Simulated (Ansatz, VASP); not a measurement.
**Two plane-wave programs on AgCl**

```
Ag Cl
1.0
    -2.39525    2.39525    1.30754
     2.39525   -2.39525    1.30754
     2.39525    2.39525   -1.30754
Ag Cl
1 1
Cartesian
  0.0000 0.0000 0.0000
  2.3952 0.0000 0.6538
```

Alike in both runs: task single point; functional PBE; k mesh 8 × 8 × 8; occupations gaussian, width 0.1 eV; no spin polarisation.

|  | VASP | Ansatz |
| --- | --- | --- |
| version | VASP 6.6.1 | Ansatz 0.2.0 |
| potentials or method | VASP PAW PBE potentials, release 64 (Ag, Cl) | scalar-relativistic, plane waves, PAW |
| plane-wave cutoff (eV) | 520 | 420 |
| valence electrons in the cell | 18 | 26 |

|  | VASP | Ansatz | Ansatz less VASP |
| --- | --- | --- | --- |
| gap on the k mesh at the Fermi level (eV) | 0.05 | 0.05 | -0.001 |
| least direct gap on the mesh (eV) | 0.17 | 0.16 | -0.011 |

With one functional, cell and mesh, what is left measures potentials, basis and numerics. The two sets of potentials don't hold the same shells in valence.
